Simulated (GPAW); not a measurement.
Si2Ni:

```
Ni Si
1.0
     0.00000    2.70300    2.70300
     2.70300    0.00000    2.70300
     2.70300    2.70300    0.00000
Ni Si
1 2
Direct
  0.00000 0.00000 0.00000
  0.75000 0.75000 0.75000
  0.25000 0.25000 0.25000
```

| Property | Result |
| --- | --- |
| Program | GPAW 26.7.0 |
| Task | relaxation of cell and atoms |
| Functional | PBE |
| Potentials or basis | GPAW PAW data sets (gpaw-data 1.2.1) |
| Cutoff | 600 eV |
| Basis | pw |
| k mesh | 9 × 9 × 9 |
| Occupations | fermi-dirac, width 0.05 eV |
| Spin | collinear spin, ferromagnetic start |
| Starting moments | [1.0, 0.0, 0.0] μB |

At the start: pressure 5.0 GPa; volume 13.17 Å³/atom.

How do energy, volume and symmetry change on relaxing?

Over 3 steps the energy falls by 7.1 meV/atom and the volume is 13.60 Å³/atom (+3.3 %); space group Fm-3m (No. 225, to 0.05 Å); moment 0.00 μB per cell.

Step by step:
```tsv
step	energy change (eV)	largest force (eV/Å)	pressure (GPa)	volume (Å³)
1	0.0000	0.0000	5.04	39.50
2	-0.0069	0.0000	4.09	39.73
3	-0.0213	0.0000	0.11	40.79
```

Final structure:
```xyz
3
Lattice="0.0000 2.7321 2.7321 2.7321 0.0000 2.7321 2.7321 2.7321 0.0000" Properties=species:S:1:pos:R:3 pbc="T T T"
Ni    0.0000    0.0000    0.0000
Si    4.0981    4.0981    4.0981
Si    1.3660    1.3660    1.3660
```

Caveat: each step starts from the last one's moments, so a moment once lost doesn't come back; the stock nickel data set gives pressures a few GPa off other programs; later steps reuse the first step's grids.
